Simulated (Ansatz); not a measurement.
# PbS (Pm-3m) in Ansatz: a series of runs

Aim: see how the results for PbS move with the level of theory and the settings. Levels: LDA, PBE. Tasks: single point.

All numbers are computed with Ansatz 0.2.0; they aren't measurements. Logs are shortened: lines on timing, memory, paths and dates and some standing lists are left out, and cuts for length are marked.

### 1 Starting point

Symmetry: Pm-3m, No. 221, cubic system. Conventional cell: a = 3.654 Å, b = 3.654 Å, c = 3.654 Å, α = 90.00°, β = 90.00°, γ = 90.00°. Pb (site symmetry m-3m) is surrounded by 8 S at 3.16 Å. Around S (site symmetry m-3m) lie 8 Pb at 3.16 Å.

Measurements of this composition are mostly on another form, of space group No. 225.

### 2 Single point, LDA

Contents of input.yaml:

```yaml
crystal:
  lattice:
    - [3.653659, 0.0, 0.0]
    - [0.0, 3.653659, 0.0]
    - [0.0, 0.0, 3.653659]
  atoms:
    - { symbol: Pb, position: [0.0, 0.0, 0.0] }
    - { symbol: S, position: [0.5, 0.5, 0.5] }
kpoints:
  mp_grid: { grid: [7, 7, 7] }
scf:
  occupations: { method: gaussian, width: 0.05 }
hamiltonian:
  xc: lda
  pseudopotentials: { kind: all_electron, lapw: { basis_error: 0.001 } }
output:
  forces: true
  stress: true
  eigenvalues: true
```

Potentials or basis: all-electron LAPW, scalar-relativistic.

Run with:

```bash
> ansatz run input.yaml --threads 1 --pin off --max-ram 3072MiB --backend cpu --events-out ev --progress --plain --runs-dir out
```

What it wrote:

```text
Warning: RAYON_NUM_THREADS=1 ignored (pool sized by the plan → 1); use --threads N
LAPW: plane waves up to 6.377 Å⁻¹, error target 1.0e-3 eV per atom; small_component_spin mean_spin; S in spheres of 1.416 Å, 14 of its electrons in bands, Dirac shells []; Pb in spheres of 1.748 Å, 36 of its electrons in bands, Dirac shells [] (how accurate: hamiltonian.pseudopotentials.lapw.basis_error, Limitations)
Engine: ansatz 0.2.0, aarch64-unknown-linux-gnu
Pseudopotentials: kind: all_electron
Pseudopotential: Pb, LAPW, valence charge 36, lapw/all_electron/scalar/gaussian/Pb, Koelling and Harmon's equation, gaussian nucleus
Pseudopotential: S, LAPW, valence charge 14, lapw/all_electron/scalar/gaussian/S, Koelling and Harmon's equation, gaussian nucleus
Functional definition: SPW92
  exchange = slater_x
  correlation = pw_c
Crystal: 2 atoms, lattice volume = 48.774 Å³
Basis set: ecut = 154.91758133498274 eV, 203 PW (Γ), exchange–correlation at level 2
Bands: 30, of which v1, the nominal top of the filled ones, is band 25 counted from 1 (24 counted from 0)
Symmetry: 48 space group operations
Space group: Pm-3m (ITA 221), of the structure as read, at distance tolerance 3.7e-5 Å
k-points: 20 of 343
Non-local potential: Pb, projectors of the file, none
Non-local potential: S, projectors of the file, none
Initial density: superposition of atomic densities (chi_scale 0.1, normalization cell, long waves kept (reshape's long-wave potential 0.00 eV rms))
Initial wavefunctions: plane waves of lowest kinetic energy (no species holds an atomic orbital)
Functional: x = slater, c = lda
iter 1 solved again at ethr=3.02e-3 eV; its pass at ethr=1.00e-1 eV (dr2=1.51e0 eV) is discarded
SCF iter   1: F=—  HF=-578594.178833 eV  |F-HF|=—  |Δ(HF+E_count)|=         —  Δρ=3.51e-2  dr2=1.51e0  ethr=3.02e-3  ⟨swp⟩=2.0  Hψ=3633  notcnv=0
preconditioner: auto → Resta (q_TF=auto, 2.740 Å⁻¹)  ε∞=3.2  [insulator: Δε(μ)=0.985 eV  Ē_g=16.112 eV  σ=0.050 eV  W_gap=1.00  n_scr=18 (ndim 8)  ℏωp=23.8 eV  f_vac=0.000  D(μ)=0.00/eV (n_scr^D=0)  ε∞_Penn≈3.2]
iter 2 solved again at ethr=1.22e-4 eV; its pass at ethr=3.02e-3 eV (dr2=6.09e-2 eV) is discarded
SCF iter   2: F=—  HF=-578593.578594 eV  |F-HF|=—  |Δ(HF+E_count)|=   6.00e-1  Δρ=7.51e-3  dr2=6.08e-2  ethr=1.22e-4  ⟨swp⟩=2.0  Hψ=3010  notcnv=0
SCF iter   3: F=—  HF=-578593.562198 eV  |F-HF|=—  |Δ(HF+E_count)|=   1.64e-2  Δρ=8.38e-3  dr2=9.39e-2  ethr=1.22e-4  ⟨swp⟩=2.0  Hψ=1756  notcnv=0
SCF iter   4: F=—  HF=-578593.552516 eV  |F-HF|=—  |Δ(HF+E_count)|=   9.68e-3  Δρ=3.24e-3  dr2=8.31e-3  ethr=1.22e-4  ⟨swp⟩=2.0  Hψ=1679  notcnv=0
SCF iter   5: F=—  HF=-578593.545957 eV  |F-HF|=—  |Δ(HF+E_count)|=   6.56e-3  Δρ=1.01e-3  dr2=5.95e-4  ethr=1.66e-5  ⟨swp⟩=2.0  Hψ=1782  notcnv=0
SCF iter   6: F=—  HF=-578593.545293 eV  |F-HF|=—  |Δ(HF+E_count)|=   6.65e-4  Δρ=6.94e-4  dr2=6.69e-4  ethr=1.19e-6  ⟨swp⟩=2.4  Hψ=1792  notcnv=0
SCF iter   7: F=—  HF=-578593.545206 eV  |F-HF|=—  |Δ(HF+E_count)|=   8.63e-5  Δρ=3.32e-4  dr2=1.53e-4  ethr=1.19e-6  ⟨swp⟩=2.0  Hψ=1741  notcnv=0
SCF iter   8: F=—  HF=-578593.545180 eV  |F-HF|=—  |Δ(HF+E_count)|=   2.62e-5  Δρ=1.28e-4  dr2=1.75e-5  ethr=3.07e-7  ⟨swp⟩=2.0  Hψ=1782  notcnv=0
SCF iter   9: F=—  HF=-578593.545176 eV  |F-HF|=—  |Δ(HF+E_count)|=   3.90e-6  Δρ=5.11e-5  dr2=2.79e-6  ethr=3.49e-8  ⟨swp⟩=2.0  Hψ=1782  notcnv=0
SCF iter  10: F=-578593.545175 eV  HF=-578593.545175 eV  |F-HF|=8.14e-8  |Δ(HF+E_count)|=   7.27e-7  Δρ=7.75e-6  dr2=6.38e-8  ethr=5.59e-9  ⟨swp⟩=2.0  Hψ=1782  notcnv=0
SCF 1 converged in 10 iterations: F = -578593.545175 eV  dr2 = 6.38e-8
SCF converged after 10 iterations
Free energy (F): -578593.545175 eV
Harris-Foulkes:  -578593.545175 eV  (|F-HF|=8.14e-8)
Internal energy: -578593.541733 eV  (E = F + TS)
E sigma→0 (E₀):  -578593.543454 eV
Entropy (-TS):   -0.003442 eV (-1.721 meV/atom)
Fermi energy:    11.753444 eV
--- Per-component energies (eV) ---
  E_band       = -3494.222077
  E_kinetic    = 665297.431978
  E_xc         = -10937.334592
  E_electrostatic = -1232953.639119  (all electrons and nuclei)
  E_smearing   = -0.003442  (= −TS)
  E_closure    = 0.000000  (closes the sum)
  E_atoms      = -578584.059813  (free atoms, spherical and without spin; not in F)
  Σ components = -578593.545175   (vs F -578593.545175, Δ=0.00e0)
  Basis errors (estimates in eV, not in F): energy 2.7e-4 per atom: plane waves 2.3e-4 (1.2e-4 summed), levels above the bands 0.0e0, relativity 4.9e-9, radial functions 4.1e-5, core shells 1.1e-9; eigenvalues (radial functions only) 7.3e-5; not estimated: angular momenta, meshes, grids; target (lapw.basis_error) 1.0e-3; muffin-tin radii S 1.416 Å, Pb 1.748 Å
--- Forces (eV/Å), atoms counted from 1 ---
  atom   1  Pb     0.00000000    -0.00000000    -0.00000000
  atom   2  S      0.00000000    -0.00000000     0.00000000
  max |Σ_I F_I| component: 1.40e-31 eV/Å
--- Stress (GPa, compression-positive) ---
       -5.226640      -0.000000       0.000000
       -0.000000      -5.226640       0.000000
        0.000000       0.000000      -5.226640
  P = ⅓ Tr σ = -5.2266 GPa (-52.266 kbar)
--- Band table (eV; the first three rows and the last of 20) ---
  k-point 0: bands = ["-191.8179", "-137.5215", "-137.5215", "-137.5215", "-127.6111", "-116.7498", "-116.7498", "-116.7498", "-116.7481", "-116.7481", "-116.7481", "-116.7459", "-69.3073", "-69.3073", "-69.3073", "-4.9182", "-4.9182", "-4.7073", "-4.7073", "-4.7073", "-1.2506", "5.0715", "10.2789", "10.2789", "10.2789", "17.2864", "17.2864", "18.2682", "18.2682", "18.2682"]
  k-point 1: bands = ["-191.8179", "-137.5215", "-137.5215", "-137.5215", "-127.6111", "-116.7498", "-116.7498", "-116.7498", "-116.7481", "-116.7481", "-116.7481", "-116.7459", "-69.3075", "-69.3073", "-69.3073", "-4.9163", "-4.8879", "-4.7186", "-4.7186", "-4.7062", "-1.0758", "4.7189", "10.2434", "10.4477", "10.4477", "16.4505", "17.4366", "17.7863", "17.7863", "18.9392"]
  k-point 2: bands = ["-191.8179", "-137.5215", "-137.5215", "-137.5215", "-127.6111", "-116.7498", "-116.7498", "-116.7498", "-116.7481", "-116.7481", "-116.7481", "-116.7459", "-69.3078", "-69.3073", "-69.3073", "-4.9119", "-4.8203", "-4.7438", "-4.7438", "-4.7038", "-0.5930", "3.8248", "10.4804", "10.8881", "10.8881", "14.4954", "16.7172", "16.7172", "17.8614", "21.2327"]
  k-point 19: bands = ["-191.8179", "-137.5215", "-137.5215", "-137.5215", "-127.6111", "-116.7498", "-116.7498", "-116.7498", "-116.7481", "-116.7481", "-116.7481", "-116.7459", "-69.3080", "-69.3080", "-69.3080", "-4.8351", "-4.8292", "-4.8292", "-4.6618", "-4.6618", "1.0443", "5.4763", "9.0708", "9.3378", "9.3378", "11.7513", "11.7513", "12.6212", "24.2598", "24.6361"]
```

Run time: 5.3 s. Hardware: 1 thread of Arm Neoverse V2, shared host; peak memory 0.25 GiB.

What came out:

- Free energy: -578593.5452 eV
- Pressure: -5.2 GPa
- Band gap on the k mesh: none (metal or under the smearing width)

Levels at points of the mesh, in eV from the Fermi level:
| k point | band 23 | band 24 | band 25 | band 26 | band 27 | band 28 |
| --- | --- | --- | --- | --- | --- | --- |
| (0.00, 0.00, 0.00) | -1.47 | -1.47 | -1.47 | 5.53 | 5.53 | 6.51 |

Spin-orbit coupling is left out, which matters for the levels of Pb.

### 3 Single point, PBE

Edit input.yaml of step 2 so:

```diff
@@ -11,5 +11,5 @@
 scf:
-  occupations: { method: gaussian, width: 0.05 }
+  occupations: { method: gaussian, width: 0.1 }
 hamiltonian:
-  xc: lda
+  xc: pbe
   pseudopotentials: { kind: all_electron, lapw: { basis_error: 0.001 } }
```

Potentials or basis: all-electron LAPW, scalar-relativistic.

Run with:

```bash
> ansatz run input.yaml --threads 1 --pin off --max-ram 3072MiB --backend cpu --events-out ev --progress --plain --runs-dir out
```

It took 4.8 s on 1 thread of Arm Neoverse V2, shared host; peak memory 0.26 GiB.

Results (log left out):

- Free energy: -578929.8533 eV
- Pressure: 0.0 GPa

Levels at points of the mesh, in eV from the Fermi level:
```csv
k point,band 22,band 23,band 24,band 25,band 26,band 27,band 28,band 29
"(0.00, 0.00, 0.00)",-6.66,-1.52,-1.52,-1.52,5.54,5.54,6.58,6.58
```
